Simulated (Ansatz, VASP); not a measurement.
Two plane-wave programs on SrO

File INCAR:

```
ALGO = Normal
EDIFF = 1E-7
ENCUT = 520
ISIF = 2
ISMEAR = 0
LASPH = True
LCHARG = False
LREAL = False
LWAVE = False
NBANDS = 24
NELM = 80
PREC = Accurate
SIGMA = 0.05
```

KPOINTS

```
k-points
0
Gamma
  9 9 8
```

Contents of POSCAR:

```
SrO
1.0
    0.0000000000     -2.5321850030     -2.5321850030
   -2.5321850030      0.0000000000     -2.5321850030
    2.5321850030      2.5321850030     -5.0643700061
Sr O
2 2
Direct
    0.0000000000      0.0000000000      0.0000000000
    0.5000000000      0.5000000000      0.5000000000
    0.7301482177      0.7755950605      0.7499994306
    0.2698517823      0.2244049395      0.2500005694
```

Input for Ansatz:

```yaml
crystal:
  lattice:
    - [0.0, -2.532185003, -2.532185003]
    - [-2.532185003, 0.0, -2.532185003]
    - [2.532185003, 2.532185003, -5.0643700061]
  atoms:
    - { symbol: Sr, position: [0.0, 0.0, 0.0] }
    - { symbol: Sr, position: [0.5, 0.5, 0.5] }
    - { symbol: O, position: [0.7301482177, 0.7755950605, 0.7499994306] }
    - { symbol: O, position: [0.2698517823, 0.2244049395, 0.2500005694] }
basis:
  ecutwfc: 520.0
kpoints:
  mp_grid: { grid: [9, 9, 8] }
hamiltonian:
  xc: lda
  pseudopotentials: { kind: paw }
scf:
  occupations: { method: gaussian, width: 0.05 }
output:
  forces: true
  stress: true
  eigenvalues: true
  write_density: true
  write_potential: true
  elf: true
  volumetric_format: npy
```

Change from the starting cell: mode 6 frozen in at +0.000 Å and mode 10 at -0.083 Å (largest displacements).

Alike in both runs: task single point; functional LDA; k mesh 9 × 9 × 8; occupations gaussian, width 0.05 eV; no spin polarisation.

|  | VASP | Ansatz |
| --- | --- | --- |
| version | VASP 6.6.1 | Ansatz 0.2.0 |
| potentials or method | VASP PAW LDA potentials, release 64 (Sr_sv, O) | scalar-relativistic, plane waves, PAW |
| plane-wave cutoff (eV) | 520 | 520 |
| valence electrons in the cell | 32 | 32 |

|  | VASP | Ansatz | Ansatz less VASP |
| --- | --- | --- | --- |
| gap on the k mesh at the Fermi level (eV) | 3.11 | 3.17 | +0.064 |
| least direct gap on the mesh (eV) | 3.18 | 3.23 | +0.053 |
| pressure (GPa) | 1.1 | 0.3 | -0.86 |
| largest component of the traceless stress (GPa) | 0.31 | 0.29 | -0.018 |
| rms of the force components (eV/Å) | 0.174 | 0.165 | -0.0094 |

Atom by atom the forces differ by 0.009 eV/Å (rms over components).

Caveats: an odd mesh through Γ misses points on the zone boundary, where band edges often lie.
